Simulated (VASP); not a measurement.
# Cs in VASP: a series of runs

The runs below take Cs through single point, with PBE+D3, PBE+D4, PBE+D3(BJ).

Program: VASP 6.6.1. These are calculated values, not measurements. Logs are shortened: lines on timing, memory, paths and dates and some standing lists are left out, and cuts for length are marked.

### 1 The structure

The cell holds a molecule in a box, 1 atom: a = 10.500 Å, b = 11.000 Å, c = 11.500 Å, α = 90.00°, β = 90.00°, γ = 90.00°.

### 2 Single point, PBE+D3, collinear spin, ferromagnetic start

The input, INCAR:

```
ALGO = Normal
EDIFF = 1E-7
ENCUT = 400
GGA = PE
ISIF = 2
ISMEAR = 0
ISPIN = 2
ISYM = 0
IVDW = 11
LASPH = T
LCHARG = F
LORBIT = 11
LREAL = F
LWAVE = F
MAGMOM = 0.5
NBANDS = 14
NELM = 80
NUPDOWN = 1
PREC = Accurate
SIGMA = 0.01
```

The input, KPOINTS:

```
k-points
0
Gamma
  1 1 1
```

The input, POSCAR:

```
Cs                                      
1.0
   10.5000000000      0.0000000000      0.0000000000
    0.0000000000     11.0000000000      0.0000000000
    0.0000000000      0.0000000000     11.5000000000
  Cs            
     1
Selective dynamics
Direct
     0.5000000000000000    0.5045454544999970    0.5000000000000000   F   F   F
```

Potentials or basis: VASP PAW PBE potentials, release 64 (Cs_sv).

Run with:

```sh
> cat potpaw_PBE.64/Cs_sv/POTCAR > POTCAR
> mpirun -np 4 vasp_gam > vasp.out
```

OUTCAR:

```text
EDIFF = 1E-7
   ENCUT = 400
   GGA = PE
   ISIF = 2
   ISMEAR = 0
   ISPIN = 2
   ISYM = 0
   IVDW = 11
   LASPH = T
   LORBIT = 11
   LREAL = F
   NELM = 80
   NUPDOWN = 1
   PREC = Accurate
 IVDW          = 11

 ion  position               nearest neighbor table
   1  0.500  0.505  0.500-

IMPORTANT INFORMATION: All symmetrisations will be switched off!
NOSYMM: (Re-)initialisation of all symmetry stuff for point group C_1.

----------------------------------------------------------------------------------------

                                     Primitive cell

  volume of cell :    1328.2500

  direct lattice vectors                    reciprocal lattice vectors
    10.500000000  0.000000000  0.000000000     0.095238095  0.000000000  0.000000000
     0.000000000 11.000000000  0.000000000     0.000000000  0.090909091  0.000000000
     0.000000000  0.000000000 11.500000000     0.000000000  0.000000000  0.086956522

  length of vectors
    10.500000000 11.000000000 11.500000000     0.095238095  0.090909091  0.086956522

  position of ions in fractional coordinates (direct lattice)
     0.500000000  0.504545454  0.500000000

  ion indices of the primitive-cell ions
   primitive index   ion index
                 1           1

----------------------------------------------------------------------------------------

 KPOINTS: k-points

Automatic generation of k-mesh.
 Grid dimensions read from file:
 generate k-points for:    1    1    1

 Generating k-lattice:

  Cartesian coordinates                     Fractional coordinates (reciprocal lattice)
     0.095238095  0.000000000  0.000000000     1.000000000  0.000000000  0.000000000
     0.000000000  0.090909091  0.000000000     0.000000000  1.000000000  0.000000000
     0.000000000  0.000000000  0.086956522     0.000000000  0.000000000  1.000000000

  Length of vectors
     0.095238095  0.090909091  0.086956522

  Shift w.r.t. Gamma in fractional coordinates (k-lattice)
     0.000000000  0.000000000  0.000000000

 Subroutine IBZKPT returns following result:
 ===========================================

 Found      1 irreducible k-points:

 Following reciprocal coordinates:
            Coordinates               Weight
  0.000000  0.000000  0.000000      1.000000
   k-points           NKPTS =      1   k-points in BZ     NKDIM =      1   number of bands    NBANDS=     16
   number of dos      NEDOS =    301   number of ions     NIONS =      1
   total plane-waves  NPLWV = 403200
   dimension x,y,z NGX =    70 NGY =   72 NGZ =   80
   dimension x,y,z NGXF=   140 NGYF=  144 NGZF=  160
   ions per type =               1
   NGX,Y,Z   is equivalent  to a cutoff of  11.08, 10.88, 11.56 a.u.
   NGXF,Y,Z  is equivalent  to a cutoff of  22.17, 21.76, 23.13 a.u.
 SYSTEM =  unknown system
   PREC   = accura    normal or accurate (medium, high low for compatibility)
   ISTART =      0    job   : 0-new  1-cont  2-samecut
   ICHARG =      2    charge: 1-file 2-atom 10-const
   ISPIN  =      2    spin polarized calculation?
   LNONCOLLINEAR =      F non collinear calculations
   LSORBIT =      F    spin-orbit coupling
   LASPH  =      T    aspherical Exc in radial PAW
   ENCUT  =  400.0 eV  29.40 Ry    5.42 a.u.  17.12 17.94 18.75*2*pi/ulx,y,z
   NELM   =     80;   NELMIN=  2; NELMDL= -5     # of ELM steps
   EDIFF  = 0.1E-06   stopping-criterion for ELM
   LREAL  =      F    real-space projection
   EDIFFG = 0.1E-05   stopping-criterion for IOM
   NSW    =      0    number of steps for IOM
   IBRION =     -1    ionic relax: 0-MD 1-quasi-New 2-CG
   NFREE  =      0    steps in history (QN), initial steepest desc. (CG)
   ISIF   =      2    stress and relaxation
   ISYM   =      0    0-nonsym 1-usesym 2-fastsym
   POTIM  = 0.5000    time-step for ionic-motion
   TEBEG  =    0.0;   TEEND  =   0.0 temperature during run
   PSTRESS=    0.0 pullay stress
   NELECT =       9.0000    total number of electrons
   NUPDOWN=       1.0000    fix difference up-down
   EMIN   =  10.00;   EMAX   =-10.00  energy-range for DOS
   EFERMI =   0.00;   METHOD = LEGACY
   ISMEAR =     0;   SIGMA  =   0.01  broadening in eV -4-tet -1-fermi 0-gaus
   EFERMI_NEDOS =   21; number of points for ismear=-14 and -15
   IALGO  =     38    algorithm
   IMIX   =      4    mixing-type and parameters
     AMIX     =   0.40;   BMIX     =  1.00
     AMIX_MAG =   1.60;   BMIX_MAG =  1.00
  volume/ion in A,a.u.               =    1328.25      8963.47
  Fermi-wavevector in a.u.,A,eV,Ry     =   0.309786  0.585411  1.305719  0.095968
  Thomas-Fermi vector in A             =   1.186821
   LORBIT       =     11    0 simple, 1 ext, 2 COOP (PROOUT), +10 PAW based schemes
   GGA     = PE    functional components
   LHFCALC =     F    Hartree Fock is set to
   AEXX    =    0.0000 exact exchange contribution
   IVDW    =    11    specifies the selected vdW correction
   LEPSILON=     F    determine dielectric tensor
   LRPA    =     F    only Hartree local field effects (RPA)
 spin polarized calculation
 Gauss-broadening in eV      SIGMA  =   0.01
  energy-cutoff  :      400.00
  volume of cell :     1328.25
 maximum number of plane-waves:     12033
 NGX is ok and might be reduce to    70
   NGX = 35   NGY = 35   NGZ = 37

 number of electron       9.0000000 magnetization       1.0000001

 Free energy of the ion-electron system (eV)
  ---------------------------------------------------
  ext. energy  EPLUGINS =         0.00000000
  ---------------------------------------------------
  free energy    TOTEN  =        -0.20539655 eV

  energy without entropy =       -0.20539655  energy(sigma->0) =       -0.20539655

 E-fermi : -13.1468     XC(G=0):  -0.9378

 val. band max:       -2.0787729402   @ k =   0.0000   0.0000   0.0000
 cond. band min:      -1.3159888402   @ k =   0.0000   0.0000   0.0000
 fundamental gap:      0.7627841000
 Fermi energy:        -2.0275534749

 spin component 1

 k-point     1 :       0.0000    0.0000    0.0000
  band No.  band energies     occupation
      1     -26.5334      1.00000
      2     -13.3425      1.00000
      3     -13.3402      1.00000
      4     -13.3368      1.00000
      5      -2.0788      1.00000
      6      -0.4655      0.00000
[... 8 lines left out ...]
     15       0.9463      0.00000
     16       1.0489      0.00000
 Fermi energy:       -13.1468365533

 spin component 2

 k-point     1 :       0.0000    0.0000    0.0000
  band No.  band energies     occupation
      1     -26.4940      1.00000
      2     -13.2622      1.00000
      3     -13.2592      1.00000
      4     -13.2546      1.00000
      5      -1.3160      0.00000
      6       0.3322      0.00000
[... 8 lines left out ...]
     15       2.0260      0.00000
     16       2.0754      0.00000

------------------------ aborting loop because EDIFF is reached ----------------------------------------

 Edisp (eV)   -0.01975

 E8    (eV) :    -0.0067

  FORCE on cell =-STRESS in cart. coord.  units (eV):
  Direction    XX          YY          ZZ          XY          YZ          ZX
  --------------------------------------------------------------------------------------
  -------------------------------------------------------------------------------------
  Total      -0.30282    -0.22572    -0.17070     0.00000     0.00000     0.00000
  in kB      -0.36527    -0.27227    -0.20590     0.00000     0.00000     0.00000
  external pressure =       -0.28 kB  Pullay stress =        0.00 kB

 VOLUME and BASIS-vectors are now :
 -----------------------------------------------------------------------------
  energy-cutoff  :      400.00
  volume of cell :     1328.25
      direct lattice vectors                 reciprocal lattice vectors
    10.500000000  0.000000000  0.000000000     0.095238095  0.000000000  0.000000000
     0.000000000 11.000000000  0.000000000     0.000000000  0.090909091  0.000000000
     0.000000000  0.000000000 11.500000000     0.000000000  0.000000000  0.086956522

 POSITION                                       TOTAL-FORCE (eV/Angst)
 -----------------------------------------------------------------------------------
      5.25000      5.55000      5.75000         0.000000      0.000356     -0.000028
 -----------------------------------------------------------------------------------
    total drift:                                0.000000      0.000356     -0.000028

  FREE ENERGIE OF THE ION-ELECTRON SYSTEM (eV)
  ---------------------------------------------------
  free  energy   TOTEN  =        -0.2251473075 eV

  energy  without entropy=       -0.2251473075  energy(sigma->0) =       -0.22514731

 total charge

# of ion       s       p       d       tot
------------------------------------------
    1        1.866   4.678   0.000   6.544

 magnetization (x)

# of ion       s       p       d       tot
------------------------------------------
    1        0.033  -0.015   0.000   0.018
```

OSZICAR:

```text
N       E                     dE             d eps       ncg     rms          rms(c)
DAV:   1     0.885563754191E+02    0.88556E+02   -0.14469E+03    72   0.209E+02
DAV:   2     0.255074689954E+02   -0.63049E+02   -0.61344E+02   112   0.448E+01
[... 25 lines left out ...]
DAV:  28    -0.205393601202E+00   -0.31137E-05   -0.13880E-06    72   0.369E-03    0.838E-06
DAV:  29    -0.205395688614E+00   -0.20874E-05   -0.73778E-07    72   0.243E-03    0.461E-06
DAV:  30    -0.205396261510E+00   -0.57290E-06   -0.29306E-07    80   0.154E-03    0.261E-06
DAV:  31    -0.205396435413E+00   -0.17390E-06   -0.61678E-08    64   0.639E-04    0.160E-06
DAV:  32    -0.205396575449E+00   -0.14004E-06   -0.16946E-08    64   0.375E-04    0.132E-06
DAV:  33    -0.205396552326E+00    0.23123E-07   -0.33797E-09    72   0.185E-04
   1 F= -.22514731E+00 E0= -.22514731E+00  d E =-.114016E-13  mag=     1.0000
```

Run time: 42 s. Hardware: 4 MPI ranks of Intel Xeon 6975P-C (Granite Rapids), shared host; peak memory 0.37 GiB.

Results:

| Quantity | Value |
| --- | --- |
| Free energy | -0.2251 eV |
| Net moment | 1.00 μB per cell |
| Valence electrons inside the program's atomic spheres | Cs 6.54 |
| Dispersion energy per atom | -0.020 eV |

Caveat: the total moment is fixed, so each spin has its own Fermi level.

(Continued in part 2 of 2.)
